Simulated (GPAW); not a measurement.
Here is a GPAW 26.7.0 calculation.

The input run.py:

```python
from ase import Atoms
from ase.dft.bandgap import bandgap
from ase.io import write
from ase.units import GPa
from gpaw import GPAW, PW

atoms = Atoms(['Hf', 'B', 'B'],
              cell=[[3.14, 0.0, 0.0],
                    [-1.57, 2.7193197679, 0.0],
                    [0.0, 0.0, 3.48]],
              scaled_positions=[[0.0, 0.0, 0.0],
                                [0.6666666667, 0.3333333333, 0.5],
                                [0.3333333333, 0.6666666667, 0.5]],
              pbc=True)

calc = GPAW(mode=PW(800),
            xc='PBE',
            kpts={'size': (10, 10, 8), 'gamma': True},
            occupations={'name': 'methfessel-paxton', 'order': 0, 'width': 0.05},
            nbands=20,
            convergence={'density': 1e-05, 'energy': 1e-05},
            maxiter=150,
            txt='gpaw.txt')
atoms.calc = calc
energy = atoms.get_potential_energy()
forces = atoms.get_forces()
stress = atoms.get_stress()
calc.write('gs.gpw')
write('result.traj', atoms)
print(f'Energy: {energy:.6f} eV')
print('Forces (eV/A):')
print(forces.round(4))
print('Stress (GPa):', (stress / GPa).round(3))
print('Fermi level:', round(calc.get_fermi_level(), 4), 'eV')
print(f'Gap: {bandgap(calc)[0]:.4f} eV, direct: {bandgap(calc, direct=True)[0]:.4f} eV')
```

Potentials or basis: GPAW PAW data sets (gpaw-data 1.2.1), pw.

The run is started by

```bash
$ OMP_NUM_THREADS=1 python run.py
```

Q: Estimate the band gap on the k mesh.

A: None (metal or under the smearing width).

Q: Estimate the pressure.

A: 2.1 GPa.

Stress tensor (GPa, compression positive):
```
1.74 0.00 0.00
0.00 1.74 0.00
0.00 0.00 2.87
```

The run has no spin-orbit coupling, so splittings on Hf are missing.
